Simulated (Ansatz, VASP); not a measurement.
This is a calculation of Cu for Ansatz 0.2.0.

File input.yaml:

```yaml
crystal:
  lattice:
    - [2.5307640267, 0.0, 0.0]
    - [-1.2653820133, 2.1917059381, 0.0]
    - [0.0, 0.0, 25.32726885]
  atoms:
    - { symbol: Cu, position: [0.66666667, 0.33333334, 0.2961235198] }
    - { symbol: Cu, position: [0.0, 0.0, 0.3776741119] }
    - { symbol: Cu, position: [0.33333333, 0.66666666, 0.459224704] }
    - { symbol: Cu, position: [0.0, 0.0, 0.540775296] }
    - { symbol: Cu, position: [0.66666667, 0.33333334, 0.6223258881] }
    - { symbol: Cu, position: [0.0, 0.0, 0.7038764802] }
hamiltonian:
  xc: pbe
  pseudopotentials: { kind: paw }
kpoints:
  mp_grid: { grid: [12, 12, 1] }
scf:
  occupations: { method: fermi_dirac, width: 0.05 }
output:
  forces: true
  eigenvalues: true
efield:
  axis: 3
  dipole_correction: true
  ramp_width: 0.04
```

Potentials or basis: Ansatz PAW.

Command:

```sh
$ ansatz run input.yaml --threads 4 --pin off --max-ram 11264MiB --backend cpu --events-out ev --progress --plain --runs-dir out
```

Question: Translate it to VASP 6.6.1. Potentials there: VASP PAW PBE potentials, release 64 (Cu).

Answer: As run (the cutoff follows the program's own potentials):

File INCAR:

```
PREC = Accurate
ENCUT = 520
EDIFF = 1E-7
ISMEAR = -1
SIGMA = 0.05
LREAL = F
LASPH = T
NELM = 80
ALGO = Normal
ISIF = 2
LWAVE = F
LCHARG = T
LDIPOL = T
IDIPOL = 3
DIPOL = 0.5 0.5 0.500
GGA = PE
LELF = T
LVHAR = T
LVACPOTAV = T
NBANDS = 42
```

File KPOINTS:

```
Automatic mesh
0
Gamma
  12 12 1
```

The input POSCAR:

```
Cu
1.0
    2.5307640267      0.0000000000      0.0000000000
   -1.2653820133      2.1917059381      0.0000000000
    0.0000000000      0.0000000000     25.3272688500
Cu
6
Direct
    0.6666666700      0.3333333400      0.2961235198
    0.0000000000      0.0000000000      0.3776741119
    0.3333333300      0.6666666600      0.4592247040
    0.0000000000      0.0000000000      0.5407752960
    0.6666666700      0.3333333400      0.6223258881
    0.0000000000      0.0000000000      0.7038764802
```

Potentials or basis: VASP PAW PBE potentials, release 64 (Cu).

Run with:

```bash
$ cat potpaw_PBE.64/Cu/POTCAR > POTCAR
$ mpirun -np 1 vasp_std > vasp.out
```

Both were run:

|  | VASP | Ansatz | Ansatz less VASP |
| --- | --- | --- | --- |
| gap on the k mesh at the Fermi level (eV) | none | none | - |
| rms of the force components (eV/Å) | 0.052 | 0.047 | -0.0049 |
| work function, face that differs most (eV) | 4.67 | 4.71 | +0.033 |

Atom by atom the forces differ by 0.005 eV/Å (rms over components). A gap of «none» marks a metal or a gap that the smearing closes. The functional is the same, so the differences come from potentials, cutoffs and numerics. The two sets of potentials don't hold the same shells in valence.
